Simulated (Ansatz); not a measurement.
**FeO (Wuestite) under changes of volume**

One of the cells (10.013 Å³/atom); the others are scaled copies at fixed shape and fractional positions:

```
Fe O
1.0
     0.00000    2.15540    2.15540
     2.15540    0.00000    2.15540
     2.15540    2.15540    0.00000
Fe O
1 1
Direct
  0.00000 0.00000 0.00000
  0.50000 0.50000 0.50000
```

```yaml
Program: Ansatz 0.2.0
Functional: PBE
Potentials_or_basis: Ansatz PAW earlier set
Cutoff: "930 eV (not typed: the program's choice for these potentials)"
k_mesh: 11 × 11 × 11
Occupations: fermi-dirac, width 0.05 eV
Spin: collinear spin, ferromagnetic start
Starting_moments: "[3.0, 0.0] μB"
```

```csv
volume (Å³/atom),energy over the lowest point (meV/atom),pressure (GPa)
9.413,21.97,12.8
9.613,9.08,8.0
9.813,1.97,3.6
10.013,0.00,-0.3
10.214,2.62,-3.7
10.414,9.37,-6.9
10.614,?,?
```

Problem. What does the run at 10.614 Å³/atom give?

Solution. Energy over the lowest point 19.82 meV/atom; pressure -9.7 GPa.

Worked out: A Birch-Murnaghan fit of order 3 (a polynomial in V^(-2/3)) to the other rows has its minimum at 10.00 Å³/atom with B0 = V·E''(V) = 185 GPa and B' = 4.7. It gives 19.76 meV/atom at 10.614 Å³/atom, against the run's 19.82, and -dE/dV = -9.7 GPa, against -9.7.

Energies are extrapolated to zero smearing.

Caveats: a cell with one magnetic atom can't hold antiferromagnetic order, which such compounds often take.
